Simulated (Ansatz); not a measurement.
A relaxation computed with Ansatz, from input to last step.

```yaml
crystal:
  lattice:
    - [2.3767842173, 0.0, 0.0]
    - [0.0, 3.2970263035, 0.0]
    - [0.0, 0.0, 3.2970263035]
  atoms:
    - { symbol: Be, position: [0.75, 0.75, 0.75] }
    - { symbol: Be, position: [0.25, 0.25, 0.75] }
    - { symbol: Be, position: [0.25, 0.75, 0.25] }
    - { symbol: Be, position: [0.75, 0.25, 0.25] }
basis:
  ecutwfc: 420
kpoints:
  mp_grid: { grid: [16, 12, 12] }
hamiltonian:
  xc: pbe
  dispersion: d3bj
scf:
  occupations: { method: gaussian, width: 0.1 }
output:
  forces: true
  stress: true
  eigenvalues: true
relax:
  adjacent_minimum: "off"
  f_tol: 0.01
  max_steps: 30
  cell: { stress_tol: 0.1, fix: [volume] }
```

```bash
ansatz run input.yaml --threads 1 --pin off --max-ram 2560MiB --backend cpu --events-out ev --progress --plain --runs-dir out
```

Level of theory: DFT PBE+D3(BJ), scalar-relativistic, plane waves, PAW (Ansatz).

The volume is held at 0.88 times that of the relaxed cell.

Of 3 frames 3 are shown, positions in Å and forces in eV/Å; the SCF threshold varies from step to step. Steps run on the plane waves of an earlier cell, with a Pulay correction in the pressure. The basis is chosen afresh for the last frame, the zero of the energies, and at times for earlier ones too; energy and pressure step there, also at an unchanged geometry.

```xyz
4
Lattice="2.3768 0.0000 0.0000 0.0000 3.2970 0.0000 0.0000 0.0000 3.2970" Properties=species:S:1:pos:R:3:forces:R:3 pbc="T T T" step=1 free_energy_over_end_meV_per_atom=0.00 pressure_GPa=21.32
Be    1.7826    2.4728    2.4728    0.0000    0.0000    0.0000
Be    0.5942    0.8243    2.4728    0.0000    0.0000    0.0000
Be    0.5942    2.4728    0.8243    0.0000    0.0000    0.0000
Be    1.7826    0.8243    0.8243    0.0000    0.0000    0.0000
4
Lattice="2.3760 0.0000 0.0000 0.0000 3.2976 0.0000 0.0000 0.0000 3.2976" Properties=species:S:1:pos:R:3:forces:R:3 pbc="T T T" step=2 free_energy_over_end_meV_per_atom=0.00 pressure_GPa=21.31
Be    1.7820    2.4732    2.4732    0.0000    0.0000    0.0000
Be    0.5940    0.8244    2.4732    0.0000    0.0000    0.0000
Be    0.5940    2.4732    0.8244    0.0000    0.0000    0.0000
Be    1.7820    0.8244    0.8244    0.0000    0.0000    0.0000
4
Lattice="2.3760 0.0000 0.0000 0.0000 3.2976 0.0000 0.0000 0.0000 3.2976" Properties=species:S:1:pos:R:3:forces:R:3 pbc="T T T" step=3 free_energy_over_end_meV_per_atom=0.00 pressure_GPa=21.31
Be    1.7820    2.4732    2.4732    0.0000    0.0000    0.0000
Be    0.5940    0.8244    2.4732    0.0000    0.0000    0.0000
Be    0.5940    2.4732    0.8244    0.0000    0.0000    0.0000
Be    1.7820    0.8244    0.8244    0.0000    0.0000    0.0000
```

Time: 5.2 s on 1 thread of Intel(R) Xeon(R) 6975P-C (Granite Rapids), with other jobs on the host, peak memory 0.41 GiB.